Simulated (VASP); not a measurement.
# Ti2Si (P4/mmm) in VASP: relaxation of cell and atoms with PBE

Aim: the relaxation of cell and atoms of Ti2Si with PBE.

All numbers are computed with VASP 6.6.1; they aren't measurements. Logs are shortened: lines on timing, memory, paths and dates and some standing lists are left out, and cuts for length are marked.

## (1) The structure

Symmetry: P4/mmm, No. 123, tetragonal system. Conventional cell: a = 3.197 Å, b = 3.197 Å, c = 4.697 Å, α = 90.00°, β = 90.00°, γ = 90.00°. Ti (site symmetry mmm) has 4 Ti at 2.26 Å as nearest neighbours. Around Si (site symmetry 4/mmm) lie 8 Ti at 2.84 Å and 4 Si at 3.20 Å.

The cell was built by a generator and needn't be a form met in nature.

## (2) Relaxation of cell and atoms, PBE

INCAR

```
  PREC = Normal
  ENCUT = 520
  EDIFF = 1E-4
  ISMEAR = 0
  SIGMA = 0.15
  LREAL = F
  LASPH = T
  NELM = 60
  ALGO = Fast
  ISIF = 3
  LWAVE = F
  LCHARG = F
  GGA = PE
  IBRION = 2
  NSW = 24
  EDIFFG = -0.08
```

KPOINTS

```
Automatic mesh
0
Gamma
  6 6 5
```

POSCAR

```
Ti2Si
1.0
    3.1974993800      0.0000000000      0.0000000000
    0.0000000000      3.1974993800      0.0000000000
    0.0000000000      0.0000000000      4.6972114600
Ti Si
2 1
Direct
    0.5000000000      0.0000000000      0.5000000000
    0.0000000000      0.5000000000      0.5000000000
    0.5000000000      0.5000000000      0.0000000000
```

Potentials or basis: VASP PAW PBE potentials, release 64 (Ti_sv, Si).

Command:

```console
$ cat potpaw_PBE.64/Ti_sv/POTCAR potpaw_PBE.64/Si/POTCAR > POTCAR
$ mpirun -np 1 vasp_std > vasp.out
```

OUTCAR:

```text
PREC = Normal
   ENCUT = 520
   EDIFF = 1E-4
   ISMEAR = 0
   LREAL = F
   LASPH = T
   NELM = 60
   ISIF = 3
   GGA = PE
   IBRION = 2
   NSW = 24
   EDIFFG = -0.08

 ion  position               nearest neighbor table
   1  0.500  0.000  0.500-   2 2.26   2 2.26   2 2.26   2 2.26   3 2.84   3 2.84   3 2.84   3 2.84

   2  0.000  0.500  0.500-   1 2.26   1 2.26   1 2.26   1 2.26   3 2.84   3 2.84   3 2.84   3 2.84

   3  0.500  0.500  0.000-   1 2.84   2 2.84   1 2.84   2 2.84   1 2.84   1 2.84   2 2.84   2 2.84

  LATTYP: Found a simple tetragonal cell.
 ALAT       =     3.1974993800
 C/A-ratio  =     1.4690265429

  Lattice vectors:

 A1 = (   3.1974993800,   0.0000000000,   0.0000000000)
 A2 = (   0.0000000000,   3.1974993800,   0.0000000000)
 A3 = (   0.0000000000,   0.0000000000,   4.6972114600)

Analysis of symmetry for initial positions (statically):
=====================================================================
 Subroutine PRICEL returns:
 Original cell was already a primitive cell.

 Routine SETGRP: Setting up the symmetry group for a
 simple tetragonal supercell.

 Subroutine GETGRP returns: Found 16 space group operations
 (whereof 16 operations were pure point group operations)
 out of a pool of 16 trial point group operations.

The static configuration has the point symmetry D_4h.

Analysis of symmetry for dynamics (positions and initial velocities):
=====================================================================
 Subroutine PRICEL returns:
 Original cell was already a primitive cell.

 Routine SETGRP: Setting up the symmetry group for a
 simple tetragonal supercell.

 Subroutine GETGRP returns: Found 16 space group operations
 (whereof 16 operations were pure point group operations)
 out of a pool of 16 trial point group operations.

The dynamic configuration has the point symmetry D_4h.

 Subroutine INISYM returns: Found 16 space group operations
 (whereof 16 operations are pure point group operations),
 and found     1 'primitive' translations

----------------------------------------------------------------------------------------

                                     Primitive cell

  volume of cell :      48.0243

  direct lattice vectors                    reciprocal lattice vectors
     3.197499380  0.000000000  0.000000000     0.312744392  0.000000000  0.000000000
     0.000000000  3.197499380  0.000000000     0.000000000  0.312744392  0.000000000
     0.000000000  0.000000000  4.697211460     0.000000000  0.000000000  0.212892268

  length of vectors
     3.197499380  3.197499380  4.697211460     0.312744392  0.312744392  0.212892268

  position of ions in fractional coordinates (direct lattice)
     0.500000000  0.000000000  0.500000000
     0.000000000  0.500000000  0.500000000
     0.500000000  0.500000000  0.000000000

  ion indices of the primitive-cell ions
   primitive index   ion index
                 1           1
                 2           2
                 3           3

----------------------------------------------------------------------------------------

 KPOINTS: Automatic mesh

Automatic generation of k-mesh.
 Grid dimensions read from file:
 generate k-points for:    6    6    5

 Generating k-lattice:

  Cartesian coordinates                     Fractional coordinates (reciprocal lattice)
     0.052124065  0.000000000  0.000000000     0.166666667  0.000000000  0.000000000
     0.000000000  0.052124065  0.000000000     0.000000000  0.166666667  0.000000000
     0.000000000  0.000000000  0.042578454     0.000000000  0.000000000  0.200000000

  Length of vectors
     0.052124065  0.052124065  0.042578454

  Shift w.r.t. Gamma in fractional coordinates (k-lattice)
     0.000000000  0.000000000  0.000000000

 Subroutine IBZKPT returns following result:
 ===========================================

 Found     30 irreducible k-points:

 Following reciprocal coordinates:
            Coordinates               Weight
  0.000000  0.000000  0.000000      1.000000
  0.166667  0.000000  0.000000      4.000000
  0.333333  0.000000  0.000000      4.000000
  0.500000  0.000000  0.000000      2.000000
  0.166667  0.166667  0.000000      4.000000
  0.333333  0.166667  0.000000      8.000000
[... 16 lines left out ...]
  0.333333  0.000000  0.400000      8.000000
  0.500000  0.000000  0.400000      4.000000
 [... further k-points ...]
   k-points           NKPTS =     30   k-points in BZ     NKDIM =     30   number of bands    NBANDS=     18
   number of dos      NEDOS =    301   number of ions     NIONS =      3
   total plane-waves  NPLWV =   9072
   dimension x,y,z NGX =    18 NGY =   18 NGZ =   28
   dimension x,y,z NGXF=    36 NGYF=   36 NGZF=   56
   ions per type =               2   1
   NGX,Y,Z   is equivalent  to a cutoff of   9.36,  9.36,  9.91 a.u.
   NGXF,Y,Z  is equivalent  to a cutoff of  18.72, 18.72, 19.82 a.u.
 SYSTEM =  unknown system
   PREC   = normal    normal or accurate (medium, high low for compatibility)
   ISTART =      0    job   : 0-new  1-cont  2-samecut
   ICHARG =      2    charge: 1-file 2-atom 10-const
   ISPIN  =      1    spin polarized calculation?
   LNONCOLLINEAR =      F non collinear calculations
   LSORBIT =      F    spin-orbit coupling
   LASPH  =      T    aspherical Exc in radial PAW
   ENCUT  =  520.0 eV  38.22 Ry    6.18 a.u.   5.95  5.95  8.73*2*pi/ulx,y,z
   NELM   =     60;   NELMIN=  2; NELMDL= -5     # of ELM steps
   EDIFF  = 0.1E-03   stopping-criterion for ELM
   LREAL  =      F    real-space projection
   EDIFFG = -.8E-01   stopping-criterion for IOM
   NSW    =     24    number of steps for IOM
   IBRION =      2    ionic relax: 0-MD 1-quasi-New 2-CG
   NFREE  =      1    steps in history (QN), initial steepest desc. (CG)
   ISIF   =      3    stress and relaxation
   ISYM   =      2    0-nonsym 1-usesym 2-fastsym
   POTIM  = 0.5000    time-step for ionic-motion
   TEBEG  =    0.0;   TEEND  =   0.0 temperature during run
   PSTRESS=    0.0 pullay stress
   NELECT =      28.0000    total number of electrons
   NUPDOWN=      -1.0000    fix difference up-down
   EMIN   =  10.00;   EMAX   =-10.00  energy-range for DOS
   EFERMI =   0.00;   METHOD = LEGACY
   ISMEAR =     0;   SIGMA  =   0.15  broadening in eV -4-tet -1-fermi 0-gaus
   EFERMI_NEDOS =   21; number of points for ismear=-14 and -15
   IALGO  =     68    algorithm
   IMIX   =      4    mixing-type and parameters
     AMIX     =   0.40;   BMIX     =  1.00
     AMIX_MAG =   1.60;   BMIX_MAG =  1.00
  volume/ion in A,a.u.               =      16.01       108.03
  Fermi-wavevector in a.u.,A,eV,Ry     =   1.367646  2.584477 25.449108  1.870457
  Thomas-Fermi vector in A             =   2.493680
   LORBIT       =      0    0 simple, 1 ext, 2 COOP (PROOUT), +10 PAW based schemes
   GGA     = PE    functional components
   LHFCALC =     F    Hartree Fock is set to
   AEXX    =    0.0000 exact exchange contribution
   IVDW    =     0    specifies the selected vdW correction
   LEPSILON=     F    determine dielectric tensor
   LRPA    =     F    only Hartree local field effects (RPA)
 conjugate gradient relaxation of ions
 non-spin polarized calculation
 RMM-DIIS sequential band-by-band and
 Gauss-broadening in eV      SIGMA  =   0.15
  energy-cutoff  :      520.00
  volume of cell :       48.02
 maximum number of plane-waves:      1320
   NGX = 11   NGY = 11   NGZ = 17

--------------------------------------- Ionic step        1  -------------------------------------------

 number of electron      27.9999956 magnetization

 Free energy of the ion-electron system (eV)
  ---------------------------------------------------
  ext. energy  EPLUGINS =         0.00000000
  ---------------------------------------------------
  free energy    TOTEN  =       -18.74529356 eV

  energy without entropy =      -18.70377902  energy(sigma->0) =      -18.72453629

------------------------ aborting loop because EDIFF is reached ----------------------------------------

  FORCE on cell =-STRESS in cart. coord.  units (eV):
  Direction    XX          YY          ZZ          XY          YZ          ZX
  --------------------------------------------------------------------------------------
  -------------------------------------------------------------------------------------
  Total        8.8710410      8.8710410     -4.3496985      0.0000000      0.0000000      0.0000000
  in kB      295.9539361    295.9539361   -145.1137904      0.0000000      0.0000000      0.0000000
  external PRESSURE =     148.9313606 kB  Pullay stress =       0.0000000 kB
[... 92 lines left out ...]
  FREE ENERGIE OF THE ION-ELECTRON SYSTEM (eV)
  ---------------------------------------------------
  free  energy   TOTEN  =       -20.3375938497 eV

  energy  without entropy=      -20.2971480319  energy(sigma->0) =      -20.31737094

 E-fermi :   5.3834     XC(G=0):  -9.8529

 val. band max:        5.3803395508   @ k =   0.3333   0.3333   0.4000
 cond. band min:       5.3896506195   @ k =   0.5000   0.5000   0.0000
 fundamental gap:      0.0093110687
 Fermi energy:         5.3834321623

 k-point     1 :       0.0000    0.0000    0.0000
  band No.  band energies     occupation
      1     -51.7219      2.00000
      2     -51.6331      2.00000
      3     -28.1016      2.00000
      4     -28.0331      2.00000
      5     -28.0331      2.00000
      6     -28.0198      2.00000
[... 481 lines left out ...]
      5     -27.8892      2.00000
      6     -27.8780      2.00000
[... 10 lines left out ...]
     17       6.8589      0.00000
     18       7.9941      0.00000

 [... further k-points ...]

[... ionic steps 4 to 10 ...]

--------------------------------------- Ionic step       11  -------------------------------------------

 number of electron      28.0000185 magnetization

------------------------ aborting loop because EDIFF is reached ----------------------------------------
[... 69 lines left out ...]
--------------------------------------- Ionic step       13  -------------------------------------------

 number of electron      28.0000182 magnetization

 Free energy of the ion-electron system (eV)
  ---------------------------------------------------
  ext. energy  EPLUGINS =         0.00000000
  ---------------------------------------------------
  free energy    TOTEN  =       -21.47357274 eV

  energy without entropy =      -21.43847556  energy(sigma->0) =      -21.45602415

 E-fermi :   7.4241     XC(G=0): -10.8283

 val. band max:        7.4082907573   @ k =   0.3333   0.3333   0.4000
 cond. band min:       7.4589130390   @ k =   0.3333   0.1667   0.4000
 fundamental gap:      0.0506222817
 Fermi energy:         7.4240684960

 k-point     1 :       0.0000    0.0000    0.0000
  band No.  band energies     occupation
      1     -49.3195      2.00000
      2     -49.2142      2.00000
      3     -25.7155      2.00000
      4     -25.7155      2.00000
      5     -25.6122      2.00000
      6     -25.5189      2.00000
[... 481 lines left out ...]
      5     -25.5578      2.00000
      6     -25.5417      2.00000
[... 10 lines left out ...]
     17       8.4196      0.00000
     18       9.0855      0.00000

 [... further k-points ...]

------------------------ aborting loop because EDIFF is reached ----------------------------------------

  FORCE on cell =-STRESS in cart. coord.  units (eV):
  Direction    XX          YY          ZZ          XY          YZ          ZX
  --------------------------------------------------------------------------------------
  -------------------------------------------------------------------------------------
  Total       -0.0976457     -0.0976457     -0.0649895      0.0000000      0.0000000     -0.0000000
  in kB       -2.9056256     -2.9056256     -1.9338817      0.0000000      0.0000000     -0.0000000
  external PRESSURE =      -2.5817109 kB  Pullay stress =       0.0000000 kB
[... 18 lines left out ...]
  FREE ENERGIE OF THE ION-ELECTRON SYSTEM (eV)
  ---------------------------------------------------
  free  energy   TOTEN  =       -21.4735727438 eV

  energy  without entropy=      -21.4384755599  energy(sigma->0) =      -21.45602415

 reached required accuracy - stopping structural energy minimisation
```

It took 3.1 min on 1 thread of Intel Xeon Platinum 8375C at 2.90GHz (Ice Lake), shared host; peak memory 0.14 GiB.

What came out:

- Free energy: -21.4736 eV
- Relaxed volume: 17.95 Å³/atom
- Relaxed cell: a = 4.026 Å, b = 4.026 Å, c = 3.321 Å, α = 90.00°, β = 90.00°, γ = 90.00°
- Space group after relaxing (to 0.05 Å): P4/mmm (No. 123)
- Energy gained by relaxing: 909.4 meV/atom
- Ionic steps: 13
- Pressure after relaxing: -0.3 GPa
- Band gap on the k mesh: none (metal or under the smearing width)

Step by step:
```csv
step,energy change (eV),largest force (eV/Å),pressure (GPa),volume (Å³)
1,0.0000,0.0000,14.89,48.02
2,-1.4132,0.0000,-6.06,58.32
3,-1.5923,0.0000,-8.86,61.40
4,-1.6357,0.0000,-14.49,67.42
5,-1.6577,0.0000,-11.66,63.59
6,-2.7143,0.0000,-2.85,55.16
7,-2.7169,0.0000,-2.58,54.92
8,-2.7211,0.0000,1.70,52.83
9,-2.7283,0.0000,1.41,53.79
10,-2.7270,0.0000,-0.73,54.14
11,-2.7277,0.0000,-1.19,54.01
12,-2.7281,0.0000,-1.04,53.90
13,-2.7283,0.0000,-0.26,53.84
```

Final structure:
```
Ti Si
1.0
     4.02622    0.00000    0.00000
     0.00000    4.02622    0.00000
     0.00000    0.00000    3.32146
Ti Si
2 1
Direct
  0.50000 0.00000 0.50000
  0.00000 0.50000 0.50000
  0.50000 0.50000 0.00000
```

Caveat: the relaxation stopped at a loose force limit of 0.08 eV/Å, so its end isn't a converged minimum.
